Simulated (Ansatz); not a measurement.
**SnTe: the order of phases at one pressure**

Which of rocksalt, CsCl, zincblende, wurtzite, NiAs has the lowest enthalpy for SnTe at one common pressure? The runs shown use LAPW. Companion runs by PAW are cited.

Computed with Ansatz 0.2.0 (DFT, PBE, all-electron LAPW, scalar-relativistic, unless a step's input says otherwise).

### Step 1. The system as given

Symmetry: Fm-3m, No. 225, cubic system. The conventional cell has a = 6.253 Å, b = 6.253 Å, c = 6.253 Å, α = 90.00°, β = 90.00°, γ = 90.00°. Sn (site symmetry m-3m) is surrounded by 6 Te at 3.13 Å. Te (site symmetry m-3m) has 6 Sn at 3.13 Å as nearest neighbours.

Coordinates:

```xyz
2
Lattice="0.0000 3.1264 3.1264 3.1264 0.0000 3.1264 3.1264 3.1264 0.0000" Properties=species:S:1:pos:R:3 pbc="T T T"
Sn    0.0000    0.0000    0.0000
Te    3.1264    3.1264    3.1264
```

Atoms are numbered in the order of the input: Sn1, Te2.

### Step 2. Rocksalt relaxed under pressure, LAPW

The input, input.yaml:

```yaml
crystal:
  lattice:
    - [0.0, 3.1263802188, 3.1263802188]
    - [3.1263802188, 0.0, 3.1263802188]
    - [3.1263802188, 3.1263802188, 0.0]
  atoms:
    - { symbol: Sn, position: [0.0, 0.0, 0.0] }
    - { symbol: Te, position: [0.5, 0.5, 0.5] }
kpoints:
  mp_grid: { grid: [12, 12, 12] }
scf:
  occupations: { method: fermi_dirac, width: 0.1 }
hamiltonian:
  xc: pbe
  pseudopotentials: { kind: all_electron, lapw: { basis_error: 0.0005 } }
output:
  forces: true
  stress: true
  eigenvalues: true
relax:
  f_tol: 0.005
  max_steps: 12
  cell: { p_target: 3.5, stress_tol: 0.03 }
```

On the command line:

```bash
ansatz run input.yaml --threads 1 --pin off --max-ram 3584MiB --backend cpu --events-out ev --progress --plain --runs-dir out
```

Further steps of the session: CsCl relaxed under pressure, LAPW; Zincblende relaxed under pressure, LAPW; Wurtzite at the cell that PAW relaxed, LAPW; NiAs at the cell that PAW relaxed, LAPW.

What does the calculation give? Wanted: pressure; lowest (for each run or level that gives them).

As calculated:

| quantity | value |
| --- | --- |
| pressure | 3.5 GPa |
| lowest (LAPW) | rocksalt, 57.1 meV/atom under NiAs |
| lowest (PAW) | rocksalt, 57.1 meV/atom under NiAs |

What this shows: By LAPW the order is rocksalt < NiAs < CsCl < wurtzite < zincblende. By PAW the order is rocksalt < NiAs < CsCl < wurtzite < zincblende. The methods agree on the lowest phase. Only these structures were tried, with electrons smeared by 0.1 eV and without vibrations, so the true ground state may be another. The k meshes differ between phases and weren't tested, which can move differences by some meV. Spin-orbit coupling is left out, though the cell holds Te; in elements this heavy it can shift bands and gaps by tenths of an eV.
